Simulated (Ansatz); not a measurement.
# CdF2 (Fm-3m) in Ansatz: a series of runs

Aim: see how the results for CdF2 move with the level of theory and the settings. Levels: PBE+D3(BJ), PBE+D3(BJ)-ATM, PBE+D4. Tasks: relaxation of cell and atoms.

All numbers are computed with Ansatz 0.2.0; they aren't measurements. Logs are shortened: lines on timing, memory, paths and dates and some standing lists are left out, and cuts for length are marked.

**1. The structure**

Symmetry: Fm-3m, No. 225, cubic system. Conventional cell: a = 5.388 Å, b = 5.388 Å, c = 5.388 Å, α = 90.00°, β = 90.00°, γ = 90.00°. Around Cd (site symmetry m-3m) lie 8 F at 2.33 Å. F (site symmetry -43m) is surrounded by 4 Cd at 2.33 Å.

**2. Relaxation of cell and atoms, PBE+D3(BJ)**

input.yaml reads:

```yaml
crystal:
  lattice:
    - [0.0, 2.694, 2.694]
    - [2.694, 0.0, 2.694]
    - [2.694, 2.694, 0.0]
  atoms:
    - { symbol: Cd, position: [0.0, 0.0, 0.0] }
    - { symbol: F, position: [0.75, 0.75, 0.75] }
    - { symbol: F, position: [0.25, 0.25, 0.25] }
hamiltonian:
  xc: pbe
  pseudopotentials: { kind: paw }
  dispersion: d3bj
kpoints:
  mp_grid: { grid: [9, 9, 9] }
scf:
  occupations: { method: fermi_dirac, width: 0.05 }
output:
  forces: true
  stress: true
  eigenvalues: true
  write_density: true
  write_potential: true
  elf: true
  volumetric_format: npy
relax:
  f_tol: 0.01
  max_steps: 40
  cell: { stress_tol: 0.05 }
```

Potentials or basis: Ansatz PAW.

On the command line:

```console
> ansatz run input.yaml --threads 2 --pin off --max-ram 5632MiB --backend cpu --events-out ev --progress --plain --runs-dir out
```

The program printed:

```text
Warning: RAYON_NUM_THREADS=2 ignored (pool sized by the plan → 2); use --threads N
Engine: ansatz 0.2.0, x86_64-unknown-linux-gnu
Pseudopotentials: kind: paw
Pseudopotential: Cd, paw, valence charge 20, recommended cutoff 420 eV (normal), Cd.paw.azcp
Pseudopotential: F, paw, valence charge 7, recommended cutoff 420 eV (normal), F.paw.azcp
Functional definition: PBE
  parameter kappa = 0.804
  parameter beta = 0.06672455060314922
  exchange = pbe_x(kappa = kappa, mu = beta*pi^2/3)
  correlation = pbe_c(beta = beta)
Crystal: 3 atoms, lattice volume = 39.104 Å³
Basis set: ecut = 420 eV, 749 PW (Γ), exchange–correlation on 54×54×54 points (8 copies of the dense FFT grid, shifted against one another)
Bands: 21, of which v1, the nominal top of the filled ones, is band 17 counted from 1 (16 counted from 0)
Symmetry: 48 space group operations
Space group: Fm-3m (ITA 225), of the structure as read, at distance tolerance 3.4e-5 Å
k-points: 35 of 729
Non-local potential: Cd, projectors of the file, l = 0: 3, l = 1: 2, l = 2: 2, l = 3: 1
Non-local potential: F, projectors of the file, l = 0: 2, l = 1: 2, l = 2: 1
PAW form: soft (Blöchl's): semilocal exchange-correlation on the pseudo side does not see the compensation charge
PAW one-centre angular grid: Cd, 590 points (default); XC on 64 Gauss nodes
PAW one-centre angular grid: F, 110 points (default); XC on 64 Gauss nodes
Initial density: superposition of atomic densities (neutral atoms: chi_scale 0, normalization atom), corrected by the library's trained network
Initial wavefunctions: pseudopotential atomic-orbital guess
Functional: x = pbe(κ = 0.804, μ = 0.2195149727645171), c = pbe(β = 0.06672455060314922)
SCF iter   1: F=—  HF=-9872.636892 eV  |F-HF|=—  |Δ(HF+E_count)|=         —  Δρ=5.60e-4  dr2=1.93e-5  ethr=1.77e-3  ⟨swp⟩=5.7  Hψ=2955  notcnv=0
preconditioner: auto → none  [insulator: Δε(μ)=3.129 eV  Ē_g=16.575 eV  σ=0.050 eV  W_gap=1.00  n_scr=14 (ndim 8)  ℏωp=30.3 eV  f_vac=0.125  D(μ)=0.00/eV (n_scr^D=0)  ε∞_Penn≈4.3]
SCF iter   2: F=—  HF=-9872.637899 eV  |F-HF|=—  |Δ(HF+E_count)|=   1.01e-3  Δρ=3.04e-4  dr2=1.52e-5  ethr=5.67e-8  ⟨swp⟩=3.1  Hψ=1939  notcnv=0
SCF iter   3: F=—  HF=-9872.637953 eV  |F-HF|=—  |Δ(HF+E_count)|=   5.37e-5  Δρ=1.72e-4  dr2=1.49e-6  ethr=4.48e-8  ⟨swp⟩=2.1  Hψ=1149  notcnv=0
SCF iter   4: F=—  HF=-9872.637992 eV  |F-HF|=—  |Δ(HF+E_count)|=   3.86e-5  Δρ=6.08e-5  dr2=3.93e-7  ethr=4.38e-9  ⟨swp⟩=2.0  Hψ=1190  notcnv=0
iter 5 did not close the SCF: its close was put off for the readings that it lacked (scf_convergence_deferred on its scf_iter line)
SCF iter   5: F=-9872.637995 eV  HF=-9872.637995 eV  |F-HF|=1.81e-8  |Δ(HF+E_count)|=   3.30e-6  Δρ=1.60e-5  dr2=6.28e-8  ethr=1.16e-9  ⟨swp⟩=2.0  Hψ=1190  notcnv=0
SCF iter   6: F=-9872.637995 eV  HF=-9872.637995 eV  |F-HF|=9.60e-10  |Δ(HF+E_count)|=   5.40e-8  Δρ=4.80e-6  dr2=4.99e-9  ethr=1.85e-10  ⟨swp⟩=4.9  Hψ=4079  notcnv=0
SCF 1 converged in 6 iterations: F = -9872.637995 eV  dr2 = 4.99e-9
[... 42 lines left out ...]
SCF iter   5: F=—  HF=-9872.650812 eV  |F-HF|=—  |Δ(HF+E_count)|=   9.44e-9  Δρ=5.97e-7  dr2=8.16e-11  ethr=1.11e-11  ⟨swp⟩=2.1  Hψ=1102  notcnv=0
SCF iter   6: F=-9872.650812 eV  HF=-9872.650812 eV  |F-HF|=1.27e-11  |Δ(HF+E_count)|=  1.44e-10  Δρ=1.53e-7  dr2=3.80e-12  ethr=1.00e-12  ⟨swp⟩=5.0  Hψ=3022  notcnv=0
SCF 5 converged in 6 iterations: F = -9872.650812 eV  dr2 = 3.80e-12
relax step   5: F+E_penalty+E_count = -9872.65081248 eV  Δ(F+E_penalty+E_count) = -4.494e-4 eV  max|allowed force component| = 1.850e-17 eV/Å  Δτ_max = 0.0000 Å  P = +0.039 GPa  Ω = 40.347 Å³  stress off target by 3.91e-2 GPa  SCF on the basis re-selected at this cell (its energy is not comparable with the rows above)  (6 SCF iters)
basis re-selected at this cell: Δ(F+E_penalty+E_count) = -4.494e-4 eV, ΔP = +0.009 GPa vs the last step (what re-selecting the basis moved, of the pressure what is left beyond the Pulay correction that the steps carried, after the strain that the cell walked since its last selection, with what the two solves' SCF thresholds leave and, on support functions, any second-order correction that the steps lacked; it is no measure of the basis error at this ecutwfc). This SCF's stress stands 3.91e-2 GPa from its target on what of the cell is left free (relax.cell.stress_tol is 5.00e-2 GPa) and its largest allowed force component is 1.85e-17 eV/Å (relax.f_tol is 1.00e-2 eV/Å): within both
SCF converged after 6 iterations
Free energy (F): -9872.650812 eV
Harris-Foulkes:  -9872.650812 eV  (|F-HF|=1.27e-11)
Internal energy: -9872.650812 eV  (E = F + TS)
E sigma→0 (E₀):  -9872.650812 eV
Fermi energy:    7.562856 eV
--- Per-component energies (eV) ---
  E_band       = -495.766663
  E_kinetic    = 917.774312
  E_local      = -4298.039332  (includes V_loc(G=0)·N_el)
  E_nonlocal   = 184.034448
  E_hartree    = 1901.337999
  E_xc         = -335.023306
  E_vxc        = -424.409082  (∫ρ·V_xc dr)
  E_paw        = -4487.752731  (= ΣΔE_a)
  E_vpaw       = -677.807203  (= ΣTr[D̂ρ^β])
  E_aug_tail   = 0.004094  (compensation charges beyond the density's cutoff)
  E_ewald      = -3754.499583
  E_disp       = -0.486712  (pairwise vdW)
  E_smearing   = -0.000000  (= −TS)
  E_closure    = 0.000000  (closes the sum)
  Σ components = -9872.650812   (vs F -9872.650812, Δ=0.00e0)
--- Forces (eV/Å), atoms counted from 1 ---
  atom   1  Cd     0.00000000    -0.00000000     0.00000000
  atom   2  F     -0.00000000     0.00000000     0.00000000
  atom   3  F      0.00000000    -0.00000000    -0.00000000
  max |Σ_I F_I| component: 6.94e-18 eV/Å
--- Stress (GPa, compression-positive) ---
        0.039144      -0.000000       0.000000
        0.000000       0.039144      -0.000000
       -0.000000      -0.000000       0.039144
  P = ⅓ Tr σ = 0.0391 GPa (0.391 kbar)
--- Band table (eV; the first three rows and the last of 35) ---
  k-point 0: bands = ["-92.4768", "-53.5811", "-53.5811", "-53.5811", "-14.6536", "-13.6386", "0.4543", "0.4543", "0.4543", "1.5277", "1.5277", "5.0761", "5.0761", "5.0761", "5.4419", "5.4419", "5.4419", "8.9642", "18.5261", "18.5261", "18.5261"]
  k-point 1: bands = ["-92.4768", "-53.5814", "-53.5811", "-53.5811", "-14.6172", "-13.6705", "0.4973", "0.4973", "0.5748", "1.5153", "1.5153", "4.6840", "4.9870", "4.9870", "5.3840", "5.4589", "5.4589", "9.4196", "17.9426", "18.6989", "18.6989"]
  k-point 2: bands = ["-92.4767", "-53.5820", "-53.5812", "-53.5812", "-14.5163", "-13.7588", "0.6026", "0.6026", "0.9057", "1.5002", "1.5002", "4.0497", "4.7587", "4.7587", "5.0064", "5.4972", "5.4972", "10.4870", "16.9056", "19.1598", "19.1598"]
  k-point 34: bands = ["-92.4767", "-53.5826", "-53.5824", "-53.5818", "-14.1350", "-14.0722", "0.9817", "1.2556", "1.3136", "1.4827", "1.5287", "2.6197", "3.5030", "4.2850", "4.7287", "5.4485", "5.9477", "13.7099", "16.6651", "17.8627", "18.0136"]
--- Relaxed structure (3 steps of the walk, 3 accepted, 2 SCFs on fresh bases) ---
  F+E_penalty+E_count = -9872.65081248 eV   max|allowed force component| = 1.850e-17 eV/Å   (the final SCF, on the basis selected at the relaxed cell)
  cell:  # Å, volume = 40.3468 Å³
    - [2.547686016447794e-35, 2.722240219376068, 2.722240219376068]
    - [2.722240219376068, -2.547686016447792e-35, 2.722240219376068]
    - [2.722240219376068, 2.722240219376068, -3.0572232197373547e-34]
  atoms:
    - { symbol: Cd, position: [1.6348903035836366e-34, -3.004487153084144e-34, -1.165119204774446e-34] }
    - { symbol: F, position: [0.75, 0.75, 0.75] }
    - { symbol: F, position: [0.25000000000000006, 0.25000000000000006, 0.25000000000000006] }
```

v_z.tsv:

```text
# z_ang	v_es[eV]	v_tot[eV]
# format = ansatz-planar-average/11
# xc	pbe
# density_cutoff_ev	1680
# datasets	Cd=:simpson_from_first_knot:soft	F=:simpson_from_first_knot:soft
# lattice	0.000000000	2.722240219	2.722240219
# lattice	2.722240219	-0.000000000	2.722240219
# lattice	2.722240219	2.722240219	-0.000000000
# sites	3
# site	48	-0.000000000	0.000000000	-0.000000000
# site	9	4.083360329	4.083360329	4.083360329
# site	9	1.361120110	1.361120110	1.361120110
0.000000	4.435624e0	-7.772702e0
0.142586	4.280596e0	-7.902642e0
0.285173	3.832770e0	-8.311893e0
0.427759	3.375201e0	-8.637963e0
0.570345	3.158775e0	-8.592642e0
0.712931	3.290756e0	-8.111832e0
[... 19 lines left out ...]
3.564657	3.832770e0	-8.311893e0
3.707243	4.280596e0	-7.902642e0
```

It took 2.8 s on 2 threads of Intel Xeon 6975P-C (Granite Rapids), shared host; peak memory 0.4 GiB.

What came out:

```yaml
Free_energy: -9872.6508 eV
Relaxed_volume: 13.45 Å³/atom
Relaxed_cell: a = 3.850 Å, b = 3.850 Å, c = 3.850 Å, α = 60.00°, β = 60.00°, γ = 60.00°
Space_group_after_relaxing_to_0.05_Å: Fm-3m (No. 225)
Energy_gained_by_relaxing: 4.3 meV/atom
Ionic_steps: 5
Pressure_after_relaxing: 0.0 GPa
Band_gap_on_the_k_mesh: 3.02 eV, indirect (least direct gap 3.52 eV)
```

The path:
| step | energy change (eV) | largest force (eV/Å) | volume (Å³) |
| --- | --- | --- | --- |
| 1 | 0.0000 | 0.0000 | 39.10 |
| 2 | -0.0072 | 0.0000 | 40.24 |
| 3 | -0.0127 | 0.0000 | 40.24 |
| 4 | -0.0124 | 0.0000 | 40.35 |
| 5 | -0.0128 | 0.0000 | 40.35 |

Final structure:
```
Cd F
1.0
     0.00000    2.72224    2.72224
     2.72224    0.00000    2.72224
     2.72224    2.72224    0.00000
Cd F
1 2
Cartesian
  0.0000 0.0000 0.0000
  4.0834 4.0834 4.0834
  1.3611 1.3611 1.3611
```

Levels at points of the mesh, in eV from the valence-band top:
```
           k point  band 13  band 14  band 15  band 16  band 17  band 18  band 19  band 20  band 21
(0.00, 0.00, 0.00)    -0.87    -0.87    -0.51    -0.51    -0.51     3.02    12.58    12.58    12.58
```

Caveat: odd divisions of the mesh miss points on the zone boundary, where band edges often lie, so the gap on the mesh can be too wide; the plane-wave basis is chosen anew once the cell has moved, so the energies of steps on either side of that aren't comparable; the pressure holds a Pulay correction of +0.6 GPa for the finite cutoff. Zero-point motion and thermal expansion aren't in these numbers.

**3. Relaxation of cell and atoms, PBE+D3(BJ)-ATM**

input.yaml, as its differences from that of step 2:

```diff
@@ -12,3 +12,3 @@
   pseudopotentials: { kind: paw }
-  dispersion: d3bj
+  dispersion: d3bjatm
 kpoints:
@@ -21,6 +21,2 @@
   eigenvalues: true
-  write_density: true
-  write_potential: true
-  elf: true
-  volumetric_format: npy
 relax:
```

Potentials or basis: Ansatz PAW.

On the command line:

```console
> ansatz run input.yaml --threads 2 --pin off --max-ram 5632MiB --backend cpu --events-out ev --progress --plain --runs-dir out
```

Run time: 3.2 s. Hardware: 2 threads of Intel Xeon 6975P-C (Granite Rapids), shared host; peak memory 0.37 GiB.

The run converged. Its results:

```
Free energy                            : -9872.6211 eV
Relaxed volume                         : 13.48 Å³/atom
Relaxed cell                           : a = 3.853 Å, b = 3.853 Å, c = 3.853 Å, α = 60.00°, β = 60.00°, γ = 60.00°
Space group after relaxing (to 0.05 Å) : Fm-3m (No. 225)
Energy gained by relaxing              : 5.0 meV/atom
Ionic steps                            : 5
Pressure after relaxing                : 0.0 GPa
Band gap on the k mesh                 : 3.01 eV, indirect (least direct gap 3.52 eV)
```

The path:
| step | energy change (eV) | largest force (eV/Å) | volume (Å³) |
| --- | --- | --- | --- |
| 1 | 0.0000 | 0.0000 | 39.10 |
| 2 | -0.0088 | 0.0000 | 40.34 |
| 3 | -0.0148 | 0.0000 | 40.34 |
| 4 | -0.0145 | 0.0000 | 40.45 |
| 5 | -0.0149 | 0.0000 | 40.45 |

Final structure:
```
Cd F
1.0
     0.00000    2.72448    2.72448
     2.72448    0.00000    2.72448
     2.72448    2.72448    0.00000
Cd F
1 2
Direct
  0.00000 0.00000 0.00000
  0.75000 0.75000 0.75000
  0.25000 0.25000 0.25000
```

Levels at points of the mesh, in eV from the valence-band top:
```csv
k point,band 13,band 14,band 15,band 16,band 17,band 18,band 19,band 20,band 21
"(0.00, 0.00, 0.00)",-0.87,-0.87,-0.51,-0.51,-0.51,3.01,12.57,12.57,12.57
```

Caveat: odd divisions of the mesh miss points on the zone boundary, where band edges often lie, so the gap on the mesh can be too wide; the plane-wave basis is chosen anew once the cell has moved, so the energies of steps on either side of that aren't comparable; the pressure holds a Pulay correction of +0.6 GPa for the finite cutoff. A k mesh can miss the band edges.

**4. Relaxation of cell and atoms, PBE+D4**

input.yaml, as its differences from that of step 3:

```diff
@@ -12,3 +12,3 @@
   pseudopotentials: { kind: paw }
-  dispersion: d3bjatm
+  dispersion: d4
 kpoints:
@@ -21,2 +21,6 @@
   eigenvalues: true
+  write_density: true
+  write_potential: true
+  elf: true
+  volumetric_format: npy
 relax:
```

On the command line:

```console
> ansatz run input.yaml --threads 2 --pin off --max-ram 5632MiB --backend cpu --events-out ev --progress --plain --runs-dir out
```

Run time: 3.4 s. Hardware: 2 threads of Intel Xeon 6975P-C (Granite Rapids), shared host; peak memory 0.39 GiB.

The run converged. Its results:

```yaml
Free_energy: -9872.6780 eV
Relaxed_volume: 13.45 Å³/atom
Relaxed_cell: a = 3.850 Å, b = 3.850 Å, c = 3.850 Å, α = 60.00°, β = 60.00°, γ = 60.00°
Space_group_after_relaxing_to_0.05_Å: Fm-3m (No. 225)
Energy_gained_by_relaxing: 4.3 meV/atom
Ionic_steps: 5
Pressure_after_relaxing: 0.0 GPa
Band_gap_on_the_k_mesh: 3.02 eV, indirect (least direct gap 3.52 eV)
```

Step by step:
| step | energy change (eV) | largest force (eV/Å) | volume (Å³) |
| --- | --- | --- | --- |
| 1 | 0.0000 | 0.0000 | 39.10 |
| 2 | -0.0073 | 0.0000 | 40.25 |
| 3 | -0.0128 | 0.0000 | 40.25 |
| 4 | -0.0125 | 0.0000 | 40.36 |
| 5 | -0.0130 | 0.0000 | 40.36 |

Final structure:
```yaml
crystal:
  lattice:
    - [0.00000, 2.72244, 2.72244]
    - [2.72244, 0.00000, 2.72244]
    - [2.72244, 2.72244, 0.00000]
  atoms:
    - { symbol: Cd, position: [0.00000, 0.00000, 0.00000] }
    - { symbol: F, position: [0.75000, 0.75000, 0.75000] }
    - { symbol: F, position: [0.25000, 0.25000, 0.25000] }
```

Levels at points of the mesh, in eV from the valence-band top:
```csv
k point,band 15,band 16,band 17,band 18,band 19,band 20
"(0.00, 0.00, 0.00)",-0.51,-0.51,-0.51,3.02,12.58,12.58
```

Caveat: odd divisions of the mesh miss points on the zone boundary, where band edges often lie, so the gap on the mesh can be too wide; the plane-wave basis is chosen anew once the cell has moved, so the energies of steps on either side of that aren't comparable; the pressure holds a Pulay correction of +0.7 GPa for the finite cutoff.

**5. The runs side by side**

| level | gap on the mesh (eV) | pressure (GPa) | relaxed volume (Å³/atom) |
| --- | --- | --- | --- |
| PBE+D3(BJ) | 3.02 | 0.0 | 13.45 |
| PBE+D3(BJ)-ATM | 3.01 | 0.0 | 13.48 |
| PBE+D4 | 3.02 | 0.0 | 13.45 |

Alike in all rows: task relaxation of cell and atoms; potentials or basis Ansatz PAW; no spin polarisation; cell relaxed; k mesh 9 × 9 × 9; cutoff (eV) 420; smearing fermi-dirac 0.05 eV.

Caveats: odd divisions of the mesh miss points on the zone boundary, where band edges often lie, so the gap on the mesh can be too wide; the plane-wave basis is chosen anew once the cell has moved, so the energies of steps on either side of that aren't comparable.

Absolute energies hang on the potentials; compare differences alone.
